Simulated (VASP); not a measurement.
Calculation: PBEsol GGA, VASP's PBE PAW potentials (set 64) (plane waves; VASP 6.6.1).

A VASP calculation is set up with these files.

**INCAR**
```
SYSTEM = Li2O
PREC = Accurate
ENCUT = 600
EDIFF = 1E-7
NELM = 100
ALGO = Normal
LREAL = .FALSE.
LASPH = .TRUE.
ISMEAR = 0
SIGMA = 0.05
GGA = PS
LWAVE = .FALSE.
LCHARG = .FALSE.
ISIF = 2
IBRION = 2
NSW = 30
EDIFFG = -0.01
```

POSCAR:
```
Li2O
1.0
  0.0459080100   2.2954004993   2.2954004993
  2.2954004993   0.0459080100   2.2954004993
  2.3413085093   2.3413085093   0.0000000000
Li O
2 1
direct
  0.2500000000   0.2500000000   0.2500000000
  0.7500000000   0.7500000000   0.7500000000
  1.0000000000   0.0000000000   1.0000000000
```

**KPOINTS**
```
Automatic mesh
0
Gamma
8 8 8
0 0 0
```

POTCAR, in this order: Li_sv O (PBE.64 set). Program: vasp_std.

Output

**OSZICAR**
```
       N       E                     dE             d eps       ncg     rms          rms(c)
DAV:   1     0.434151225204E+02    0.43415E+02   -0.67678E+03  1900   0.143E+03
DAV:   2    -0.112250152800E+02   -0.54640E+02   -0.52067E+02  2198   0.249E+02
DAV:   3    -0.162614020123E+02   -0.50364E+01   -0.50184E+01  3332   0.642E+01
DAV:   4    -0.163657627462E+02   -0.10436E+00   -0.10425E+00  2526   0.895E+00
DAV:   5    -0.163667071102E+02   -0.94436E-03   -0.94431E-03  2866   0.706E-01    0.702E+00
DAV:   6    -0.147975609163E+02    0.15691E+01   -0.85410E+00  1912   0.186E+01    0.281E+00
DAV:   7    -0.147556043500E+02    0.41957E-01   -0.21778E-01  2190   0.410E+00    0.145E+00
DAV:   8    -0.147439446482E+02    0.11660E-01   -0.59542E-02  1992   0.304E+00    0.327E-01
DAV:   9    -0.147431214075E+02    0.82324E-03   -0.74182E-03  2760   0.796E-01    0.110E-01
DAV:  10    -0.147434261634E+02   -0.30476E-03   -0.60779E-04  2082   0.253E-01    0.685E-02
DAV:  11    -0.147433814620E+02    0.44701E-04   -0.91060E-05  2326   0.124E-01    0.112E-02
DAV:  12    -0.147433809980E+02    0.46407E-06   -0.45599E-06  2570   0.263E-02    0.171E-03
DAV:  13    -0.147433812120E+02   -0.21407E-06   -0.70804E-07  2226   0.918E-03    0.925E-04
DAV:  14    -0.147433812077E+02    0.43154E-08   -0.24902E-08  1394   0.214E-03
   1 F= -.14743381E+02 E0= -.14743381E+02  d E =-.147434E+02
       N       E                     dE             d eps       ncg     rms          rms(c)
DAV:   1    -0.147434043768E+02   -0.23165E-04   -0.63782E-03  1920   0.882E-01    0.255E-03
DAV:   2    -0.147434066507E+02   -0.22739E-05   -0.24128E-05  2060   0.583E-02    0.145E-03
DAV:   3    -0.147434067046E+02   -0.53892E-07   -0.37482E-07  2848   0.668E-03
   2 F= -.14743407E+02 E0= -.14743407E+02  d E =-.254969E-04
       N       E                     dE             d eps       ncg     rms          rms(c)
DAV:   1    -0.147434172026E+02   -0.10552E-04   -0.20666E-02  1916   0.159E+00    0.453E-03
DAV:   2    -0.147434246389E+02   -0.74362E-05   -0.78187E-05  2056   0.105E-01    0.258E-03
DAV:   3    -0.147434247298E+02   -0.90906E-07   -0.12352E-06  2886   0.122E-02    0.414E-04
DAV:   4    -0.147434247594E+02   -0.29619E-07   -0.25855E-08  1672   0.188E-03
   3 F= -.14743425E+02 E0= -.14743425E+02  d E =-.435517E-04
```

OUTCAR:
```
------------------------ aborting loop because EDIFF is reached ----------------------------------------
  FORCE on cell =-STRESS in cart. coord.  units (eV):
  Direction    XX          YY          ZZ          XY          YZ          ZX
  --------------------------------------------------------------------------------------
  Total       -0.0594510     -0.0594510     -0.0718749     -0.3564529      0.0000000      0.0000000
  in kB       -3.9394700     -3.9394700     -4.7627345    -23.6200651      0.0000000      0.0000000
  external PRESSURE =      -4.2138915 kB  Pullay stress =       0.0000000 kB
  volume of cell :       24.18
      direct lattice vectors                 reciprocal lattice vectors
     0.045908010  2.295400499  2.295400499    -0.222272358  0.222272358  0.217826911
     2.295400499  0.045908010  2.295400499     0.222272358 -0.222272358  0.217826911
     2.341308509  2.341308509  0.000000000     0.213555795  0.213555795 -0.217826911
 POSITION                                       TOTAL-FORCE (eV/Angst)
 -----------------------------------------------------------------------------------
      1.17065      1.17065      1.14528        -0.000000     -0.000000      0.000036
      3.51196      3.51196      3.44552         0.000000      0.000000     -0.000036
      0.00000      0.00000      0.00000         0.000000     -0.000000     -0.000000
 -----------------------------------------------------------------------------------
    total drift:                               -0.000000     -0.000000      0.000000
  FREE ENERGIE OF THE ION-ELECTRON SYSTEM (eV)
  ---------------------------------------------------
  free  energy   TOTEN  =       -14.7434247594 eV

  energy  without entropy=      -14.7434247594  energy(sigma->0) =      -14.74342476

 reached required accuracy - stopping structural energy minimisation
```
(Selected blocks of OUTCAR.)

**CONTCAR**
```
Li2O
   1.00000000000000
     0.0459080100000000    2.2954004992999999    2.2954004992999999
     2.2954004992999999    0.0459080100000000    2.2954004992999999
     2.3413085093000001    2.3413085093000001    0.0000000000000000
  Li              O
     2     1
Direct
     0.2494721106023372    0.2494721106023372    0.2505278893976627
     0.7505278893976627    0.7505278893976627    0.7494721106023373
     0.0000000000000000    0.0000000000000000    0.0000000000000000
```

File OUTCAR:
```
 val. band max:        1.3860773149   @ k =   0.0000   0.0000   0.0000

 cond. band min:       6.1774286696   @ k =   0.5000   0.5000   0.0000


 Fermi energy:         1.7457558945

 k-point     1 :       0.0000    0.0000    0.0000
  band No.  band energies     occupation
      1     -40.9111      2.00000
      2     -40.5392      2.00000
      3     -14.0557      2.00000
      4       1.2791      2.00000
      5       1.3280      2.00000
      6       1.3861      2.00000
      7       6.6117      0.00000
      8      12.8125      0.00000
      9      13.2696      0.00000
     10      13.6768      0.00000

 k-point     2 :       0.1250    0.0000    0.0000
  band No.  band energies     occupation
      1     -40.8943      2.00000
      2     -40.5510      2.00000
      3     -14.0234      2.00000
      4       0.8407      2.00000
      5       1.2028      2.00000
      6       1.2635      2.00000
      7       7.0166      0.00000
      8      13.0561      0.00000
      9      13.4093      0.00000
     10      13.7407      0.00000

 k-point     3 :       0.2500    0.0000    0.0000
  band No.  band energies     occupation
      1     -40.8478      2.00000
      2     -40.5855      2.00000
      3     -13.9410      2.00000
      4      -0.2385      2.00000
      5       1.0310      2.00000
      6       1.0694      2.00000
      7       8.0085      0.00000
      8      13.2435      0.00000
      9      13.3761      0.00000
     10      13.8135      0.00000

 k-point     4 :       0.3750    0.0000    0.0000
  band No.  band energies     occupation
      1     -40.7816      2.00000
      2     -40.6399      2.00000
      3     -13.8514      2.00000
      4      -1.1631      2.00000
      5       0.8748      2.00000
      6       0.8922      2.00000
      7       9.3471      0.00000
      8      12.3717      0.00000
      9      13.2097      0.00000
     10      13.5086      0.00000

 k-point     5 :       0.5000    0.0000    0.0000
...
```

The compound is Li2O in the antifluorite structure. This cell was strained or had an atom moved on purpose. Symmetry was kept, so distortions that lower it aren't found.
